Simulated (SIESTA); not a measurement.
As:

```
As
1.0
     1.88080    1.08588    3.51406
    -1.88080    1.08588    3.51406
     0.00000   -2.17176    3.51406
As
2
Direct
  0.22600 0.22600 0.22600
  0.77400 0.77400 0.77400
```

Program: SIESTA 5.4.2. Alike in all runs: task single point; no spin polarisation; cell as given; k mesh 9 × 9 × 9; smearing fermi-dirac 0.05 eV; grid cutoff 500 Ry; energy shift 0.003 Ry.

Task: Order these runs on this cell by their pressure, lowest first.
A. level PBE; potentials or basis PseudoDojo 0.4 standard (PBE files), DZP (energy shift 0.003 Ry; two zetas on semicore shells)
B. level revPBE; potentials or basis PseudoDojo 0.4 standard (PBE files), DZP (energy shift 0.003 Ry; two zetas on semicore shells)
C. level LDA; potentials or basis PseudoDojo 0.4 standard (LDA files), DZP (energy shift 0.003 Ry; two zetas on semicore shells)
D. level BLYP; potentials or basis PseudoDojo 0.4 standard (PBE files), DZP (energy shift 0.003 Ry; two zetas on semicore shells)
E. level AM05; potentials or basis PseudoDojo 0.4 standard (PBEsol files), DZP (energy shift 0.003 Ry; two zetas on semicore shells)

Result: C (0.7 GPa), E (2.3 GPa), A (6.0 GPa), B (7.6 GPa), D (10.9 GPa).

Caveats: the basis of atomic orbitals isn't converged, which shifts pressures, moduli and gaps; the potentials were made for another functional, which shifts forces and pressure (some runs).
